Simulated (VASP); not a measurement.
A run of VASP 6.6.1 is set up as follows.

The input INCAR:

```
PREC     = Accurate       # precision mode
ENCUT    = 520            # plane-wave cutoff, eV
EDIFF    = 1E-6           # SCF threshold, eV
ISMEAR   = 0              # smearing method
SIGMA    = 0.05           # smearing width, eV
LREAL    = False          # projectors in reciprocal space
LASPH    = True           # aspherical terms in the spheres
NELM     = 60             # most SCF steps
ALGO     = Fast           # electronic algorithm
ISIF     = 2              # what is computed and relaxed
LWAVE    = False          # write WAVECAR
LCHARG   = False          # write CHGCAR
GGA      = PS             # functional
NBANDS   = 16             # bands
```

KPOINTS

```
regular mesh
0
Gamma
  6 6 6
```

File POSCAR:

```
GaSb
1.0
    3.4942473935      0.0000000000      0.0000000000
    0.0000000000      3.4942473935      0.0000000000
    0.0000000000      0.0000000000      3.4942473935
Ga Sb
1 1
Direct
    0.0000000000      0.0000000000      0.0000000000
    0.5000000000      0.5000000000      0.5000000000
```

Potentials or basis: VASP PAW PBE potentials, release 64 (Ga_d, Sb).

Run with:

```bash
$ cat potpaw_PBE.64/Ga_d/POTCAR potpaw_PBE.64/Sb/POTCAR > POTCAR
$ mpirun -np 1 vasp_std > vasp.out
```

Question: Estimate the band gap on the k mesh.

Answer: None (metal or under the smearing width).

Question: Estimate the pressure.

Answer: 2.4 GPa.

Caveat: the PAW data sets were made with another functional, which shifts forces and pressure a little. The run has no spin-orbit coupling, so splittings on Sb are missing.
